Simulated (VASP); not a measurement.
# InSe in VASP: notebook

The runs below take InSe through single point, with PBE.

All numbers are computed with VASP 6.6.1; they aren't measurements. Logs are shortened: lines on timing, memory, paths and dates and some standing lists are left out, and cuts for length are marked.

### Step 1. The slab as given

The cell holds a slab with vacuum, 2 atoms: a = 4.050 Å, b = 4.050 Å, c = 18.931 Å, α = 90.00°, β = 90.00°, γ = 120.00°.

### Step 2. Single point, PBE

INCAR

```
SYSTEM = InSe
  ALGO = Normal
  DIPOL = 0.5 0.5 0.500
  EDIFF = 1E-7
  ENCUT = 600
  GGA = PE
  IDIPOL = 3
  ISIF = 2
  ISMEAR = 0
  LASPH = .True.
  LCHARG = .False.
  LDIPOL = .True.
  LREAL = .False.
  LVACPOTAV = .True.
  LVHAR = .True.
  LWAVE = .False.
  NBANDS = 20
  NELM = 120
  PREC = Accurate
  SIGMA = 0.05
```

KPOINTS

```
k-points
0
Gamma
  10 10 1
  0 0 0
```

POSCAR

```
InSe
1.0
    4.0500000000      0.0000000000      0.0000000000
   -2.0250000000      3.5074028900      0.0000000000
    0.0000000000      0.0000000000     18.9311500000
In Se
1 1
Direct
    0.3333333333      0.6666666667      0.4754069351
    0.6666666667      0.3333333333      0.5245930649
```

Potentials or basis: VASP PAW PBE potentials, release 64 (In_d, Se).

Started as:

```console
$ cat potpaw_PBE.64/In_d/POTCAR potpaw_PBE.64/Se/POTCAR > POTCAR
$ mpirun -np 1 vasp_std > vasp.out
```

OUTCAR:

```text
SYSTEM = InSe
   EDIFF = 1E-7
   ENCUT = 600
   GGA = PE
   ISIF = 2
   ISMEAR = 0
   LASPH = .True.
   LREAL = .False.
   NELM = 120
   PREC = Accurate

 Found     14 irreducible k-points:

 Following reciprocal coordinates:
            Coordinates               Weight
  0.000000  0.000000  0.000000      1.000000
  0.100000  0.000000  0.000000      6.000000
  0.200000  0.000000  0.000000      6.000000
  0.300000  0.000000  0.000000      6.000000
  0.400000  0.000000  0.000000      6.000000
  0.500000  0.000000  0.000000      3.000000
   k-points           NKPTS =     14   k-points in BZ     NKDIM =     14   number of bands    NBANDS=     20
   number of dos      NEDOS =    301   number of ions     NIONS =      2
   total plane-waves  NPLWV = 163840
   dimension x,y,z NGX =    32 NGY =   32 NGZ =  160
   dimension x,y,z NGXF=    64 NGYF=   64 NGZF=  320
   ions per type =               1   1
   NGX,Y,Z   is equivalent  to a cutoff of  13.14, 13.14, 14.05 a.u.
   NGXF,Y,Z  is equivalent  to a cutoff of  26.27, 26.27, 28.10 a.u.
 SYSTEM =  InSe
   PREC   = accura    normal or accurate (medium, high low for compatibility)
   ISTART =      0    job   : 0-new  1-cont  2-samecut
   ICHARG =      2    charge: 1-file 2-atom 10-const
   ISPIN  =      1    spin polarized calculation?
   LNONCOLLINEAR =      F non collinear calculations
   LSORBIT =      F    spin-orbit coupling
   LASPH  =      T    aspherical Exc in radial PAW
   ENCUT  =  600.0 eV  44.10 Ry    6.64 a.u.   8.09  8.09 37.81*2*pi/ulx,y,z
   NELM   =    120;   NELMIN=  2; NELMDL= -5     # of ELM steps
   EDIFF  = 0.1E-06   stopping-criterion for ELM
   LREAL  =      F    real-space projection
   EDIFFG = 0.1E-05   stopping-criterion for IOM
   NSW    =      0    number of steps for IOM
   IBRION =     -1    ionic relax: 0-MD 1-quasi-New 2-CG
   NFREE  =      0    steps in history (QN), initial steepest desc. (CG)
   ISIF   =      2    stress and relaxation
   ISYM   =      2    0-nonsym 1-usesym 2-fastsym
   POTIM  = 0.5000    time-step for ionic-motion
   TEBEG  =    0.0;   TEEND  =   0.0 temperature during run
   PSTRESS=    0.0 pullay stress
   NELECT =      19.0000    total number of electrons
   NUPDOWN=      -1.0000    fix difference up-down
   EMIN   =  10.00;   EMAX   =-10.00  energy-range for DOS
   EFERMI =   0.00;   METHOD = LEGACY
   ISMEAR =     0;   SIGMA  =   0.05  broadening in eV -4-tet -1-fermi 0-gaus
   EFERMI_NEDOS =   21; number of points for ismear=-14 and -15
   IALGO  =     38    algorithm
   IMIX   =      4    mixing-type and parameters
     AMIX     =   0.40;   BMIX     =  1.00
     AMIX_MAG =   1.60;   BMIX_MAG =  1.00
  volume/ion in A,a.u.               =     134.46       907.37
  Fermi-wavevector in a.u.,A,eV,Ry     =   0.676789  1.278946  6.232063  0.458044
  Thomas-Fermi vector in A             =   1.754206
   LORBIT       =      0    0 simple, 1 ext, 2 COOP (PROOUT), +10 PAW based schemes
   GGA     = PE    functional components
   LHFCALC =     F    Hartree Fock is set to
   AEXX    =    0.0000 exact exchange contribution
   IVDW    =     0    specifies the selected vdW correction
   LEPSILON=     F    determine dielectric tensor
   LRPA    =     F    only Hartree local field effects (RPA)
 non-spin polarized calculation
 Gauss-broadening in eV      SIGMA  =   0.05
  energy-cutoff  :      600.00
  volume of cell :      268.92
 maximum number of plane-waves:      9003
   NGX = 17   NGY = 17   NGZ = 75

 number of electron      19.0000004 magnetization

 dipolmoment           0.000000      0.000000      0.036108 electrons x Angstroem

 Free energy of the ion-electron system (eV)
  ---------------------------------------------------
  ext. energy  EPLUGINS =         0.00000000
  ---------------------------------------------------
  free energy    TOTEN  =        -5.66428457 eV

  energy without entropy =       -5.65438433  energy(sigma->0) =       -5.65933445

 E-fermi :  -2.1217     XC(G=0):  -2.5369

 val. band max:       -2.1342433609   @ k =   0.3000   0.3000   0.0000
 cond. band min:      -2.1075837320   @ k =   0.2000   0.0000   0.0000
 fundamental gap:      0.0266596289
 Fermi energy:        -2.1216643612

 k-point     1 :       0.0000    0.0000    0.0000
  band No.  band energies     occupation
      1     -17.6029      2.00000
      2     -17.3801      2.00000
      3     -17.3801      2.00000
      4     -17.1911      2.00000
      5     -17.1911      2.00000
      6     -16.3741      2.00000
[... 12 lines left out ...]
     19       5.9000      0.00000
     20       6.0356      0.00000

 k-point     2 :       0.1000    0.0000    0.0000
  band No.  band energies     occupation
      1     -17.6605      2.00000
      2     -17.3725      2.00000
      3     -17.3418      2.00000
      4     -17.1954      2.00000
      5     -17.1904      2.00000
      6     -16.2776      2.00000
[... 12 lines left out ...]
     19       6.0365      0.00000
     20       6.1849      0.00000

 k-point     3 :       0.2000    0.0000    0.0000
  band No.  band energies     occupation
      1     -17.7631      2.00000
      2     -17.3535      2.00000
      3     -17.2853      2.00000
      4     -17.2040      2.00000
      5     -17.1873      2.00000
      6     -16.0167      2.00000
[... 12 lines left out ...]
     19       5.6661      0.00000
     20       6.4244      0.00000

 k-point     4 :       0.3000    0.0000    0.0000
  band No.  band energies     occupation
      1     -17.8541      2.00000
      2     -17.3324      2.00000
      3     -17.2508      2.00000
      4     -17.2050      2.00000
      5     -17.1805      2.00000
      6     -15.6649      2.00000
[... 12 lines left out ...]
     19       5.3421      0.00000
     20       6.4146      0.00000

 k-point     5 :       0.4000    0.0000    0.0000
  band No.  band energies     occupation
      1     -17.9143      2.00000
      2     -17.3181      2.00000
      3     -17.2458      2.00000
      4     -17.1909      2.00000
      5     -17.1720      2.00000
      6     -15.3408      2.00000
[... 12 lines left out ...]
     19       5.5148      0.00000
     20       5.8243      0.00000

 k-point     6 :       0.5000    0.0000    0.0000
  band No.  band energies     occupation
      1     -17.9352      2.00000
      2     -17.3133      2.00000
      3     -17.2471      2.00000
      4     -17.1834      2.00000
      5     -17.1679      2.00000
      6     -15.2031      2.00000
[... 12 lines left out ...]
     19       5.3957      0.00000
     20       6.0069      0.00000

 [... further k-points ...]

------------------------ aborting loop because EDIFF is reached ----------------------------------------

  FORCE on cell =-STRESS in cart. coord.  units (eV):
  Direction    XX          YY          ZZ          XY          YZ          ZX
  --------------------------------------------------------------------------------------
  -------------------------------------------------------------------------------------
  Total        4.8591289      4.8591289      1.7370859     -0.0000000      0.0000000      0.0000000
  in kB       28.9501838     28.9501839     10.3493770     -0.0000000      0.0000000      0.0000000
  external PRESSURE =      22.7499149 kB  Pullay stress =       0.0000000 kB

 VOLUME and BASIS-vectors are now :
 -----------------------------------------------------------------------------
  energy-cutoff  :      600.00
  volume of cell :      268.92
      direct lattice vectors                 reciprocal lattice vectors
     4.050000000  0.000000000  0.000000000     0.246913580  0.142555622  0.000000000
    -2.025000000  3.507402890  0.000000000     0.000000000  0.285111244  0.000000000
     0.000000000  0.000000000 18.931150000     0.000000000  0.000000000  0.052822993

 POSITION                                       TOTAL-FORCE (eV/Angst)
 -----------------------------------------------------------------------------------
     -0.00000      2.33827      9.00000        -0.000000     -0.000000     -1.869141
      2.02500      1.16913      9.93115         0.000000      0.000000      1.869141
 -----------------------------------------------------------------------------------
    total drift:                               -0.000000      0.000000     -0.000499

  FREE ENERGIE OF THE ION-ELECTRON SYSTEM (eV)
  ---------------------------------------------------
  free  energy   TOTEN  =        -5.6642845688 eV

  energy  without entropy=       -5.6543843280  energy(sigma->0) =       -5.65933445

 vacuum level on the upper side and lower side of the slab         2.189         1.729
```

OSZICAR:

```text
N       E                     dE             d eps       ncg     rms          rms(c)
DAV:   1     0.144909016805E+03    0.14491E+03   -0.72516E+03   560   0.752E+02
DAV:   2     0.958463313271E+01   -0.13532E+03   -0.12986E+03   628   0.193E+02
DAV:   3    -0.536071678390E+01   -0.14945E+02   -0.14741E+02   704   0.742E+01
[... 17 lines left out ...]
DAV:  21    -0.566428240403E+01   -0.84022E-06   -0.13017E-08   556   0.532E-04    0.367E-04
DAV:  22    -0.566428394562E+01   -0.15416E-05   -0.60855E-08   460   0.599E-04    0.310E-04
DAV:  23    -0.566428432745E+01   -0.38183E-06   -0.81436E-09   496   0.373E-04    0.104E-04
DAV:  24    -0.566428450715E+01   -0.17971E-06   -0.34750E-09   468   0.168E-04    0.189E-04
DAV:  25    -0.566428456879E+01   -0.61639E-07   -0.12401E-09   480   0.191E-04
   1 F= -.56642846E+01 E0= -.56593344E+01  d E =-.990024E-02
```

Run time: 3.2 min. Hardware: 1 thread of Intel Xeon Platinum 8259CL at 2.50GHz (Skylake/Cascade Lake), shared host; peak memory 0.46 GiB.

The run converged, but some of its settings lie outside the range that counts as converged, so its numbers aren't taken as properties of the slab.

What came out:

| Quantity | Value |
| --- | --- |
| Free energy | -5.6643 eV |
| Largest force | 1.869 eV/Å |
| Band gap on the k mesh | none (metal or under the smearing width) |
| Work function of the upper face | 4.31 eV |
| Work function of the lower face | 3.85 eV |

### Step 3. Single point, PBE

This run uses another cell than the first one, of 113.15 Å³/atom, 0.842 times its volume.

INCAR is that of step 2.

KPOINTS

```
k-points
0
Gamma
  8 8 1
  0 0 0
```

POSCAR

```
InSe
1.0
    4.0500000000      0.0000000000      0.0000000000
   -2.0250000000      3.5074028900      0.0000000000
    0.0000000000      0.0000000000     15.9311500000
In Se
1 1
Direct
    0.3333333333      0.6666666667      0.4707758071
    0.6666666667      0.3333333333      0.5292241929
```

Potentials or basis: VASP PAW PBE potentials, release 64 (In_d, Se).

Started as:

```console
$ cat potpaw_PBE.64/In_d/POTCAR potpaw_PBE.64/Se/POTCAR > POTCAR
$ mpirun -np 1 vasp_std > vasp.out
```

Wall time 2.4 min (1 thread of Intel Xeon Platinum 8259CL at 2.50GHz (Skylake/Cascade Lake), shared host); peak memory 0.37 GiB.

These settings aren't checked as converged: the numbers below hold their error.

What came out:

| Quantity | Value |
| --- | --- |
| Free energy | -5.6727 eV |
| Largest force | 1.858 eV/Å |
| Band gap on the k mesh | none (metal or under the smearing width) |
| Work function of the upper face | 4.32 eV |
| Work function of the lower face | 3.83 eV |

### Step 4. Single point, PBE

This run uses another cell than the first one, of 91.84 Å³/atom, 0.683 times its volume.

Changes to INCAR since step 3:

```diff
@@ -4,3 +4,3 @@
   EDIFF = 1E-7
-  ENCUT = 600
+  ENCUT = 300
   GGA = PE
```

KPOINTS

```
k-points
0
Gamma
  3 3 1
  0 0 0
```

POSCAR

```
InSe
1.0
    4.0500000000      0.0000000000      0.0000000000
   -2.0250000000      3.5074028900      0.0000000000
    0.0000000000      0.0000000000     12.9311500000
In Se
1 1
Direct
    0.3333333333      0.6666666667      0.4639958550
    0.6666666667      0.3333333333      0.5360041450
```

Started as:

```console
$ cat potpaw_PBE.64/In_d/POTCAR potpaw_PBE.64/Se/POTCAR > POTCAR
$ mpirun -np 1 vasp_std > vasp.out
```

Wall time 20 s (1 thread of Intel Xeon Platinum 8259CL at 2.50GHz (Skylake/Cascade Lake), shared host); peak memory 0.19 GiB.

These settings aren't checked as converged: the numbers below hold their error.

Results:

```
Free energy                     : -5.5379 eV
Largest force                   : 1.659 eV/Å
Band gap on the k mesh          : none (metal or under the smearing width)
Work function of the upper face : 4.32 eV
Work function of the lower face : 3.74 eV
```

Caveat: the k mesh is coarse (spacing up to 0.60 Å⁻¹), so the values aren't converged.

(Part 1 of 2 ends here.)
